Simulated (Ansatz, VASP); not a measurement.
# Cross-check of GaN between VASP and Ansatz

Wanted: the spread between two codes on one cell, functional and k mesh.

Calculated with Ansatz 0.2.0; plane waves, with VASP 6.6.1 beside it; single point at PBEsol.

The database entry behind the starting cell differs from later determinations by our own check (thin film, about 0.3 % long), so it need not match the best structure at ambient conditions.

### Step 1. Starting point

The structure is hexagonal, space group P6_3mc (No. 186). The conventional cell has a = 3.197 Å, b = 3.197 Å, c = 5.207 Å, α = 90.00°, β = 90.00°, γ = 120.00°. Nearest to Ga lie 4 N at 1.95 to 1.97 Å. Nearest to N lie 4 Ga at 1.95 to 1.97 Å. Farther neighbours and most contacts between anions are not listed.

Structure file:

```cif
data_structure
_symmetry_space_group_name_H-M 'P6_3mc'
_symmetry_Int_Tables_number 186
_cell_length_a 3.1972
_cell_length_b 3.1972
_cell_length_c 5.2070
_cell_angle_alpha 90.000
_cell_angle_beta 90.000
_cell_angle_gamma 120.000
_cell_volume 46.10
loop_
_atom_site_label
_atom_site_type_symbol
_atom_site_symmetry_multiplicity
_atom_site_Wyckoff_symbol
_atom_site_fract_x
_atom_site_fract_y
_atom_site_fract_z
_atom_site_occupancy
Ga1 Ga 2 b 0.66667 0.33333 0.59120 1
N1 N 2 b 0.66667 0.33333 0.96880 1
```

### Step 2. VASP: single point, PBEsol

With cell and atoms fixed, the geometry can't cause a difference; cores, projectors, grids and the points listed under the comparison can.

Lines of VASP's logs that name or quote its potential files are left out, and so is its time.

INCAR

```
SYSTEM = GaN
PREC = Accurate
ENCUT = 520
EDIFF = 1E-05
NELM = 100
ISMEAR = 0
SIGMA = 0.05
LREAL = .FALSE.
ALGO = Normal
GGA = PS
NBANDS = 24
LORBIT = 11
LWAVE = .FALSE.
LCHARG = .FALSE.
KPAR = 8
```

POSCAR

```
GaN
1.0
    3.1972000000      0.0000000000      0.0000000000
   -1.5986000000      2.7688564200      0.0000000000
    0.0000000000      0.0000000000      5.2070000000
Ga N
2 2
Direct
    0.6666666700      0.3333333300      0.5912000000
    0.3333333300      0.6666666700      0.0912000000
    0.6666666700      0.3333333300      0.9688000000
    0.3333333300      0.6666666700      0.4688000000
```

KPOINTS

```
Automatic mesh
0
Gamma
9 9 4
0 0 0
```

Potentials, in the order of the species: Ga_d and N (PBE family, release 64).

The run is started by

```bash
mpirun -np 8 vasp_std
```

Numbers of over 12 decimals in the logs are rounded to 6 here.

Log:

```text
[banner, memory and clock lines left out]
running    8 mpi-ranks, on    1 nodes
 distrk:  each k-point on    1 cores,    8 groups
 distr:  one band on    1 cores,    1 groups

 POSCAR found type information on POSCAR GaN
 POSCAR found :  2 types and       4 ions
|                                                                             |
|           W    W    AA    RRRRR   N    N  II  N    N   GGGG   !!!           |
|           W    W   A  A   R    R  NN   N  II  NN   N  G    G  !!!           |
|           W    W  A    A  R    R  N N  N  II  N N  N  G       !!!           |
|           W WW W  AAAAAA  RRRRR   N  N N  II  N  N N  G  GGG   !            |
|           WW  WW  A    A  R   R   N   NN  II  N   NN  G    G                |
|           W    W  A    A  R    R  N    N  II  N    N   GGGG   !!!           |
|                                                                             |
|     For optimal performance we recommend to set                             |
|       NCORE = 2 up to number-of-cores-per-socket                            |
|     NCORE specifies how many cores store one orbital (NPAR=cpu/NCORE).      |
|     This setting can greatly improve the performance of VASP for DFT.       |
|     The default, NCORE=1 might be grossly inefficient on modern             |
|     multi-core architectures or massively parallel machines. Do your        |
|     Unfortunately you need to use the default for GW and RPA                |
|     calculations (for HF NCORE is supported but not extensively tested      |
|     yet).                                                                   |
|                                                                             |

|                                                                             |
|               ----> ADVICE to this user running VASP <----                  |
|                                                                             |
|     You enforced a specific xc type in the INCAR file but a different       |
|     [... a line on the potential file left out ...]
|     I HOPE YOU KNOW WHAT YOU ARE DOING!                                     |
|                                                                             |

 LDA part: xc-table for (Slater+PW92), standard interpolation
 POSCAR, INCAR and KPOINTS ok, starting setup
 FFT: planning ... GRIDC
 FFT: planning ... GRID_SOFT
 FFT: planning ... GRID
 WAVECAR not read
 entering main loop
       N       E                     dE             d eps       ncg     rms          rms(c)
DAV:   1     0.271077358025E+03    0.27108E+03   -0.18220E+04  1856   0.278E+03
DAV:   2     0.244462810216E+01   -0.26863E+03   -0.25613E+03  1960   0.514E+02
DAV:   3    -0.288671794897E+02   -0.31312E+02   -0.31052E+02  2056   0.142E+02
DAV:   4    -0.298445534622E+02   -0.97737E+00   -0.97568E+00  2184   0.280E+01
DAV:   5    -0.298619754411E+02   -0.17422E-01   -0.17419E-01  2072   0.332E+00    0.102E+01
DAV:   6    -0.262473465199E+02    0.36146E+01   -0.11032E+01  2984   0.520E+01    0.307E+00
DAV:   7    -0.263106285403E+02   -0.63282E-01   -0.13615E+00  1792   0.894E+00    0.262E+00
DAV:   8    -0.262872091652E+02    0.23419E-01   -0.22761E-01  2968   0.608E+00    0.974E-01
DAV:   9    -0.262658370197E+02    0.21372E-01   -0.81280E-02  2920   0.462E+00    0.319E-01
DAV:  10    -0.262665653083E+02   -0.72829E-03   -0.47075E-03  1904   0.620E-01    0.777E-02
DAV:  11    -0.262663995099E+02    0.16580E-03   -0.12004E-03  2624   0.633E-01    0.438E-02
DAV:  12    -0.262664128618E+02   -0.13352E-04   -0.13542E-04  1864   0.816E-02    0.524E-02
DAV:  13    -0.262664264775E+02   -0.13616E-04   -0.93417E-06  1192   0.311E-02    0.681E-02
DAV:  14    -0.262664705647E+02   -0.44087E-04   -0.53777E-05  1744   0.515E-02    0.111E-01
DAV:  15    -0.262664742925E+02   -0.37279E-05   -0.93164E-06  1304   0.221E-02
   1 F= -.26266474E+02 E0= -.26266474E+02  d E =-.710015E-17
```

Parts of OUTCAR (step 2):

```text
ion  position               nearest neighbor table
   1  0.667  0.333  0.591-   4 1.95   4 1.95   4 1.95   3 1.97
   2  0.333  0.667  0.091-   3 1.95   3 1.95   3 1.95   4 1.97
   3  0.667  0.333  0.969-   2 1.95   2 1.95   2 1.95   1 1.97
   4  0.333  0.667  0.469-   1 1.95   1 1.95   1 1.95   2 1.97

  LATTYP: Found a hexagonal cell.
 ALAT       =     3.1972000000
 C/A-ratio  =     1.6286125360

 Subroutine GETGRP returns: Found 12 space group operations
 (whereof  6 operations were pure point group operations)

The static configuration has the point symmetry C_3v.
 The point group associated with its full space group is C_6v.

 Found     36 irreducible k-points:

   k-points           NKPTS =     36   k-points in BZ     NKDIM =     36   number of bands    NBANDS=     24

   dimension x,y,z NGX =    24 NGY =   24 NGZ =   40
   dimension x,y,z NGXF=    48 NGYF=   48 NGZF=   80

   ENCUT  =  520.0 eV  38.22 Ry    6.18 a.u.   5.94  5.94  9.68*2*pi/ulx,y,z

   NELECT =      36.0000    total number of electrons

 k-points in reciprocal lattice and weights: Automatic mesh
   0.00000000  0.00000000  0.00000000       0.003
   0.11111111  0.00000000  0.00000000       0.019
   0.22222222  0.00000000  0.00000000       0.019
   0.33333333  0.00000000  0.00000000       0.019
   0.44444444  0.00000000  0.00000000       0.019
   0.11111111  0.11111111  0.00000000       0.019
   0.22222222  0.11111111  0.00000000       0.037
   0.33333333  0.11111111  0.00000000       0.037
   0.44444444  0.11111111  0.00000000       0.019
[...]
0.33333333  0.22222222  0.50000000       0.037
   0.33333333  0.33333333  0.50000000       0.006

 average (electrostatic) potential at core
       1 -63.4127       2 -63.4127       3 -62.2206       4 -62.2206

 E-fermi :   5.3698

 k-point     1 :       0.0000    0.0000    0.0000
  band No.  band energies     occupation
    ...
     14       4.0620      2.00000
     15       4.0620      2.00000
     16       5.0681      2.00000
     17       5.0921      2.00000
     18       5.0921      2.00000
     19       6.9007      0.00000
     20       9.2038      0.00000
     21      14.1412      0.00000
     22      14.8294      0.00000
     23      14.8294      0.00000
    ...

 k-point     2 :       0.1111    0.0000    0.0000
  band No.  band energies     occupation
    ...
     14       3.1878      2.00000
     15       3.8114      2.00000
     16       4.0999      2.00000
     17       4.9459      2.00000
     18       4.9806      2.00000
     19       7.8001      0.00000
     20       9.9270      0.00000
     21      13.7255      0.00000
     22      14.1432      0.00000
     23      15.1415      0.00000
    ...

 k-point     3 :       0.2222    0.0000    0.0000
  band No.  band energies     occupation
    ...
     14       1.4955      2.00000
     15       2.5815      2.00000
     16       3.2576      2.00000
     17       4.5461      2.00000
     18       4.6795      2.00000
     19       9.0110      0.00000
     20      10.8438      0.00000
     21      12.5643      0.00000
     22      13.5778      0.00000
     23      15.0965      0.00000
    ...

  Total       -0.7599048     -0.7599048     -0.8335985      0.0000000      0.0000000     -0.0000000
  in kB      -26.4126498    -26.4126498    -28.9740807      0.0000000      0.0000000     -0.0000000
  external PRESSURE =     -27.2664601 kB  Pullay stress =       0.0000000 kB

  energy-cutoff  :      520.00
  volume of cell :       46.10
      direct lattice vectors                 reciprocal lattice vectors
     3.197200000  0.000000000  0.000000000     0.312773677  0.180579967  0.000000000
    -1.598600000  2.768856420  0.000000000     0.000000000  0.361159933  0.000000000
     0.000000000  0.000000000  5.207000000     0.000000000  0.000000000  0.192049165

 POSITION                                       TOTAL-FORCE (eV/Angst)
 -----------------------------------------------------------------------------------
      1.59860      0.92295      3.07838        -0.000000      0.000000      0.050085
     -0.00000      1.84590      0.47488         0.000000      0.000000      0.050085
      1.59860      0.92295      5.04454         0.000000     -0.000000     -0.050085
     -0.00000      1.84590      2.44104        -0.000000      0.000000     -0.050085
 -----------------------------------------------------------------------------------
    total drift:                               -0.000012      0.000004      0.001248

  FREE ENERGIE OF THE ION-ELECTRON SYSTEM (eV)
  ---------------------------------------------------
  free  energy   TOTEN  =       -26.2664742925 eV

  energy  without entropy=      -26.2664742925  energy(sigma->0) =      -26.26647429

 total charge
# of ion       s       p       d       tot
------------------------------------------
    1        0.789   0.894  10.175  11.858
    2        0.789   0.894  10.175  11.858
    3        1.217   2.498   0.000   3.715
    4        1.217   2.498   0.000   3.715
--------------------------------------------------
tot          4.011   6.783  20.351  31.145

[... 3 further parts left out ...]
```

The run ends at a pressure of -2.73 GPa, with forces up to 0.050 eV/Å.

### Step 3. Ansatz: single point, PBEsol

Ansatz runs on its default PAW (the set named soft_2) files.

The same cell, functional, mesh and smearing now go to Ansatz, which takes its cutoff from its data sets.

input.yaml

```yaml
crystal:
  lattice:
    - [3.1972, 0.0, 0.0]
    - [-1.5986, 2.76885642, 0.0]
    - [0.0, 0.0, 5.207]
  atoms:
    - { symbol: Ga, position: [0.66666667, 0.33333333, 0.5912] }
    - { symbol: Ga, position: [0.33333333, 0.66666667, 0.0912] }
    - { symbol: "N", position: [0.66666667, 0.33333333, 0.9688] }
    - { symbol: "N", position: [0.33333333, 0.66666667, 0.4688] }
hamiltonian:
  xc: pbesol
  pseudopotentials: { kind: paw }
kpoints:
  mp_grid: { grid: [9, 9, 4] }
scf:
  occupations: { method: gaussian, width: 0.05 }
  n_extra_bands: 5
output:
  forces: true
  stress: true
  eigenvalues: true
```

The run is started by

```bash
ansatz run input.yaml --threads 2 --pin off --max-ram 4608MiB --backend cpu --events-out ev --progress --plain --runs-dir out
```

Log:

```text
scf.n_extra_bands = 5 over 18 filled bands (N_el = 36.0): the run solves 23 bands
Engine: ansatz 0.2.0, aarch64-unknown-linux-gnu
Pseudopotentials: kind: paw
Pseudopotential: Ga, paw, valence charge 13, recommended cutoff 420 eV (normal), Ga.paw.azcp
Pseudopotential: N, paw, valence charge 5, recommended cutoff 420 eV (normal), N.paw.azcp
Functional definition: PBEsol
  exchange = pbesol_x
  correlation = pbesol_c
Crystal: 4 atoms, lattice volume = 46.095 Å³
Basis set: ecut = 420 eV, 917 PW (Γ), exchange–correlation on 48×48×72 points (8 copies of the dense FFT grid, shifted against one another)
Bands: 23, of which v1, the nominal top of the filled ones, is band 18 counted from 1 (17 counted from 0)
Symmetry: 12 space group operations
Space group: P63mc (ITA 186), of the structure as read, at distance tolerance 3.6e-5 Å
k-points: 36 of 324 (time reversal used)
Non-local potential: Ga, projectors of the file, l = 0: 2, l = 1: 2, l = 2: 3, l = 3: 1
Non-local potential: N, projectors of the file, l = 0: 2, l = 1: 2, l = 2: 1
PAW form: soft (Blöchl's): semilocal exchange-correlation on the pseudo side does not see the compensation charge
PAW frozen core: Ga, regenerated for the run's functional, and the local potential with it (the file was generated under x = pbe(κ = 0.804, μ = 0.219515), c = pbe(β = 0.066725))
PAW frozen core: N, regenerated for the run's functional, and the local potential with it (the file was generated under x = pbe(κ = 0.804, μ = 0.219515), c = pbe(β = 0.066725))
PAW one-centre angular grid: Ga, 590 points (default); XC on 64 Gauss nodes
PAW one-centre angular grid: N, 110 points (default); XC on 64 Gauss nodes
Initial density: superposition of atomic densities (neutral atoms: chi_scale 0, normalization atom), corrected by the library's trained network
Initial wavefunctions: pseudopotential atomic-orbital guess
Functional: x = pbesol(κ = 0.804, μ = 0.123457), c = pbesol(β = 0.046)
SCF iter   1: F=—  HF=-8245.709455 eV  |F-HF|=—  |Δ(HF+E_count)|=         —  Δρ=1.27e-2  dr2=7.25e-2  ethr=1.77e-3  ⟨swp⟩=5.1  Hψ=3295  notcnv=0
preconditioner: auto → Resta (q_TF=auto, 2.618 Å⁻¹)  ε∞=4.7  [insulator: Δε(μ)=1.700 eV  Ē_g=17.025 eV  σ=0.050 eV  W_gap=1.00  n_scr=22 (ndim 8)  ℏωp=32.8 eV  f_vac=0.010  D(μ)=0.00/eV (n_scr^D=0)  ε∞_Penn≈4.7]
SCF iter   2: F=—  HF=-8245.689085 eV  |F-HF|=—  |Δ(HF+E_count)|=   2.04e-2  Δρ=1.80e-3  dr2=1.45e-3  ethr=2.01e-4  ⟨swp⟩=2.1  Hψ=1402  notcnv=0  defer=35
SCF iter   3: F=—  HF=-8245.688944 eV  |F-HF|=—  |Δ(HF+E_count)|=   1.40e-4  Δρ=8.82e-4  dr2=2.70e-4  ethr=4.02e-6  ⟨swp⟩=2.6  Hψ=1256  notcnv=0  defer=36
SCF iter   4: F=—  HF=-8245.688973 eV  |F-HF|=—  |Δ(HF+E_count)|=   2.84e-5  Δρ=1.93e-4  dr2=1.75e-5  ethr=7.49e-7  ⟨swp⟩=2.4  Hψ=1480  notcnv=0  defer=36
SCF iter   5: F=—  HF=-8245.688956 eV  |F-HF|=—  |Δ(HF+E_count)|=   1.69e-5  Δρ=1.06e-4  dr2=3.41e-6  ethr=4.85e-8  ⟨swp⟩=2.0  Hψ=1435  notcnv=0  defer=36
SCF iter   6: F=—  HF=-8245.688958 eV  |F-HF|=—  |Δ(HF+E_count)|=   2.52e-6  Δρ=1.77e-5  dr2=1.01e-7  ethr=9.48e-9  ⟨swp⟩=2.6  Hψ=1439  notcnv=0  defer=36
SCF iter   7: F=-8245.688958 eV  HF=-8245.688958 eV  |F-HF|=5.90e-9  |Δ(HF+E_count)|=   5.02e-8  Δρ=3.29e-6  dr2=4.13e-9  ethr=2.78e-10  ⟨swp⟩=7.7  Hψ=3256  notcnv=0
SCF 1 converged in 7 iterations: F = -8245.688958 eV  dr2 = 4.13e-9
  greatest PAW one-centre occupation: 0.995 electrons in one spin orbital (limit 2), on the Ga atom at site 0 (counted from 0), in its partial waves of l = 2
SCF converged after 7 iterations
Free energy (F): -8245.688958 eV
Harris-Foulkes:  -8245.688958 eV  (|F-HF|=5.90e-9)
Internal energy: -8245.688958 eV  (E = F + TS)
E sigma→0 (E₀):  -8245.688958 eV
Fermi energy:    10.313646 eV
--- Per-component energies (eV) ---
  E_band       = -19.569976
  E_kinetic    = 492.426560
  E_local      = -3918.327496  (includes V_loc(G=0)·N_el)
  E_nonlocal   = 950.983683
  E_hartree    = 1798.599420
  E_xc         = -254.983705
  E_vxc        = -267.214685  (∫ρ·V_xc dr)
  E_paw        = -4152.139135  (= ΣΔE_a)
  E_vpaw       = -874.637597  (= ΣTr[D̂ρ^β])
  E_aug_tail   = 0.000094  (compensation charges beyond the density's cutoff)
  E_ewald      = -3164.030533
  E_core_change = 1.782153  (= ΣΔE_core)
  E_smearing   = -0.000000  (= −TS)
  E_closure    = -0.000000  (closes the sum)
  Σ components = -8245.688958   (vs F -8245.688958, Δ=0.00e0)
--- Forces (eV/Å), atoms counted from 1 ---
  atom   1  Ga     0.00000000    -0.00000000     0.05089534
  atom   2  Ga     0.00000000     0.00000000     0.05089534
  atom   3  N      0.00000000    -0.00000000    -0.05089975
  atom   4  N      0.00000000     0.00000000    -0.05089975
  max |Σ_I F_I| component: 8.82e-6 eV/Å
--- Stress (GPa, compression-positive) ---
       -2.325935       0.000000       0.000000
        0.000000      -2.325935       0.000000
        0.000000       0.000000      -2.662607
  P = ⅓ Tr σ = -2.4382 GPa (-24.382 kbar)
--- Band table (eV; the first three rows and the last of 36) ---
  k-point 0: bands = [... 14 lower, 8.3872, 9.3911, 9.4157, 9.4157, 11.2106, 13.5244, 18.4580, 19.1582, ... 1 higher]
  k-point 1: bands = [... 14 lower, 8.5317, 8.5317, 9.2586, 9.2586, 12.4264, 13.6351, 18.0653, 18.7784, ... 1 higher]
  k-point 2: bands = [... 14 lower, 8.8890, 8.8890, 8.8890, 8.8890, 13.5421, 13.5421, 17.7244, 17.7244, ... 1 higher]
  k-point 35: bands = [... 14 lower, 5.2098, 5.2098, 7.9583, 7.9583, 15.6789, 15.6789, 16.6018, 16.6018, ... 1 higher]
```

It took 2.1 s on 2 threads of Arm Neoverse V1, shared host; peak memory 0.33 GiB; 4 s of CPU time.

In the SCF lines HF is the Harris–Foulkes energy and dr2 the Hartree energy of the density residual, in eV; the loop may stop once dr2 is under the threshold and the program's other checks hold. Hψ counts applications of the Hamiltonian.

The run ends at a pressure of -2.44 GPa, with forces up to 0.051 eV/Å.

### Step 4. Comparison

Known differences besides the potentials themselves: the cutoff is 420 eV in Ansatz and 520 eV in VASP; Ansatz makes its cores anew for this functional, VASP keeps those of its PBE data sets; VASP leaves aspherical gradient terms in its spheres out (LASPH is not set), Ansatz keeps them. Total energies have different zeros and are not compared.

The two programs side by side:

```
                                        quantity  Ansatz   VASP  difference
                                  pressure (GPa)   -2.44  -2.73       +0.29
pressure without Ansatz's Pulay correction (GPa)   -2.96  -2.73       -0.23
                          gap on the k mesh (eV)   1.795  1.809      -0.014
```

Forces (eV/Å; atoms numbered as in POSCAR):

```csv
atom,"Ansatz x, y, z","VASP x, y, z"
Ga1,"0.000, 0.000, 0.051","0.000, 0.000, 0.050"
Ga2,"0.000, 0.000, 0.051","0.000, 0.000, 0.050"
N3,"0.000, 0.000, -0.051","0.000, 0.000, -0.050"
N4,"0.000, 0.000, -0.051","0.000, 0.000, -0.050"
```

The forces differ by 0.5 meV/Å r.m.s., which is 1.6 % of the r.m.s. force of 0.03 eV/Å (both taken over all components). A gap on the mesh is an upper bound, since the band edges may lie between its points. Ansatz's pressure holds a Pulay correction of 0.52 GPa; VASP's holds none.

### Step 5. Results

```json
{
  "difference in gap on the k mesh (single point, PBEsol)": "-0.014 eV"
}
```

**Reading.** The difference in gap on the k mesh is -0.014 eV (single point, PBEsol), within the 0.08 eV picked in this series as the mark of a large difference. How closely two codes agree says nothing of how well the functional describes the real material.

[Lines on the potential files, build, host, timing and source positions are cut from VASP's logs without a mark.]

[Logs are printed without paths, hosts, clocks, repeated set-up lines and the standing remarks that a program may print on its own settings, such as how far it seeks lower states.]

[Hosts, paths, dates, database ids (printed as entryN), source tags and the programs' standing remarks are cut or masked in the printed files.]
